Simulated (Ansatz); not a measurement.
HfN in the WC-type structure

Method: PBE, scalar-relativistic; no spin polarisation; PAW, 420 eV, Γ-centred 14×14×12 mesh, 0.05 eV Gaussian smearing; code Ansatz. The datasets are Ansatz's generated set soft_2.

```
Hf N
1.0
     3.09901    0.00000    0.00000
    -1.54951    2.68383    0.00000
     0.00000    0.00000    2.91300
Hf N
1 1
Direct
  0.00000 0.00000 0.00000
  0.66667 0.33333 0.50000
```

The start was a prototype's sites filled with these elements. The Crystallography Open Database lists the compound in space group Fm-3m (rock salt), so this is a trial structure.

The cell has space group P-6m2 (read at 0.01 Å). In it the stress is 0.01, 0.01, -0.01, 0.00, 0.00, 0.00 GPa and the largest force component 0.000 eV/Å. Each change below starts from this cell, without further relaxation. Stress is in GPa, positive in compression, in the order xx, yy, zz, yz, xz, xy; energies are counted from the cell above and are free energies with the smearing's entropy, which match forces and stress in a metal.

Problem. One atom was moved along a Cartesian axis, and these forces appeared. Which atom, and about how far?
| atom | Fx (eV/Å) | Fy | Fz |
| --- | --- | --- | --- |
| Hf1 | 0.859 | -0.083 | 0.000 |
| N2 | -0.859 | 0.083 | 0.000 |

Solution. Atom 2 (N) is moved by 0.12 Å along x; the energy changes by 48.7 meV per cell. Moving the other atom the opposite way is the same thing.

Problem. One atom was moved along a Cartesian axis, and these forces appeared. Which atom, and about how far?
```tsv
atom	Fx (eV/Å)	Fy	Fz
Hf1	0.000	0.000	0.493
N2	0.000	0.000	-0.493
```

Solution. Atom 2 (N) is moved by 0.05 Å along z; the energy changes by 12.3 meV per cell. Moving the other atom the opposite way is the same thing.

Problem. What stress follows from an engineering strain of 2 % in xx, atoms carried along?

Solution. -8.26, -2.60, -1.74, 0.00, 0.00, 0.00 GPa; the energy changes by 12.7 meV per cell.
| atom | Fx (eV/Å) | Fy | Fz |
| --- | --- | --- | --- |
| Hf1 | 0.000 | 0.042 | 0.000 |
| N2 | 0.000 | -0.042 | 0.000 |
The change of the stress over the strain gives a clamped-atom stiffness of about 414 GPa for this component, a secant value that lies under the elastic constant in tension and over it in compression, by several per cent for each per cent of strain.
In a harmonic crystal the energy would rise by V(½Cε² − σ₀ε), with σ₀ the stress of the unstrained cell, = 12.5 meV, which matches.

Problem. A single strain component, atoms carried along, gave the stress -4.25, -1.33, -0.90, 0.00, 0.00, 0.00. Which component, and about how large?

Solution. An engineering strain of 1 % in xx; the energy changes by 3.2 meV per cell.

Problem. All atoms and the cell are disturbed at random:
```xyz
2
Lattice="3.0951 -0.0286 -0.0227 -1.5723 2.7059 -0.0054 -0.0213 -0.0182 2.9001" Properties=species:S:1:pos:R:3 pbc="T T T"
Hf    0.0301    0.0044   -0.0281
N     1.4985    0.8694    1.4612
```
Give the energy change, the stress and the forces.

Solution. 37.4 meV per cell; stress 1.95, 0.34, 3.57, 1.14, 0.87, 3.91 GPa.
```tsv
atom	Fx (eV/Å)	Fy	Fz
Hf1	-0.460	-0.089	0.526
N2	0.460	0.089	-0.526
```

Problem. All atoms and the cell are disturbed at random:
```xyz
2
Lattice="3.1064 0.0170 0.0298 -1.5385 2.7249 -0.0142 0.0280 0.0007 2.9055" Properties=species:S:1:pos:R:3 pbc="T T T"
Hf   -0.0393   -0.0468    0.0614
N     1.6114    0.9668    1.4065
```
Give the energy change, the stress and the forces.

Solution. 133.1 meV per cell; stress -1.54, -3.39, 3.60, -0.45, -2.27, -2.78 GPa.
```
atom  Fx (eV/Å)      Fy      Fz
 Hf1      0.586   0.570  -1.206
  N2     -0.586  -0.570   1.206
```

For elements this heavy, spin–orbit coupling would shift levels and gaps; it isn't included here. The cell is a metal with an odd number of electrons, and spin polarisation wasn't tried.
